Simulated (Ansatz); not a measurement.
Equilibrium properties in the diamond structure, computed with r²SCAN in Ansatz (plane waves, PAW datasets (generated hard set); cutoff 700 eV), no spin polarisation, no spin–orbit coupling, Fermi–Dirac smearing of 0.1 eV, k-spacing 0.17 to 0.19 Å⁻¹:

| crystal | a₀ (Å) | V₀ (Å³/atom) | B₀ (GPa) |
| --- | --- | --- | --- |
| Ga | 5.777 | 24.09 | 44 |
| As | 6.059 | 27.81 | 50 |
| Se | 6.289 | 31.09 | 42 |
| Br | 6.990 | 42.69 | 15.5 |
| Sn | 6.569 | 35.44 | 43 |
| Sb | 6.947 | 41.91 | 34 |

(1) Give the same for Ge, Te, Cl.

Results:

(1) 
```json
{"crystal": "Ge", "a₀ (Å)": "5.676", "V₀ (Å³/atom)": "22.86", "B₀ (GPa)": "71"}
{"crystal": "Te", "a₀ (Å)": "7.148", "V₀ (Å³/atom)": "45.65", "B₀ (GPa)": "28"}
{"crystal": "Cl", "a₀ (Å)": "6.438", "V₀ (Å³/atom)": "33.36", "B₀ (GPa)": "18.8"}
```

Model structures, not the usual forms at ambient conditions (metastable or hypothetical): Cl, Ga, As, Se, Br, Sb, Te. Potentials made with PBE were used with another functional.
